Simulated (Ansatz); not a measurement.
Input of an Ansatz 0.2.0 run:

File input.yaml:

```yaml
crystal:
  lattice:
    - [2.34464976, -1.71339982, 0.0]
    - [2.34464976, 1.71339982, 0.0]
    - [-0.86054991, 0.0, 5.05943948]
  atoms:
    - { symbol: Cu, position: [0.0032, 0.4968, 0.0] }
    - { symbol: Cu, position: [0.4968, 0.0032, 0.5] }
    - { symbol: O, position: [0.5714, 0.4056, 0.2537] }
    - { symbol: O, position: [0.4056, 0.5714, 0.7537] }
hamiltonian:
  xc: pbe
  pseudopotentials: { kind: paw }
kpoints:
  mp_grid: { grid: [10, 10, 5] }
scf:
  occupations: { method: fermi_dirac, width: 0.05 }
basis:
  ecutwfc: "800 eV"
output:
  forces: true
  stress: true
  eigenvalues: true
  write_density: true
  write_potential: true
  elf: true
  volumetric_format: npy
```

Potentials or basis: Ansatz PAW.

The run is started by

```bash
$ ansatz run input.yaml --threads 2 --pin off --max-ram 5632MiB --backend cpu --events-out ev --progress --plain --runs-dir out
```

(1) Estimate the pressure.

(2) What does it give for the largest force?

(3) What does it give for the band gap on the k mesh?

Results:

(1) 5.7 GPa.

(2) 0.761 eV/Å.

(3) none (metal or under the smearing width).

Caveat: the run has no spin polarisation, though such a crystal can be magnetic; semilocal functionals often make such compounds metallic where correlation or magnetic order opens a gap, which also shifts bond lengths.
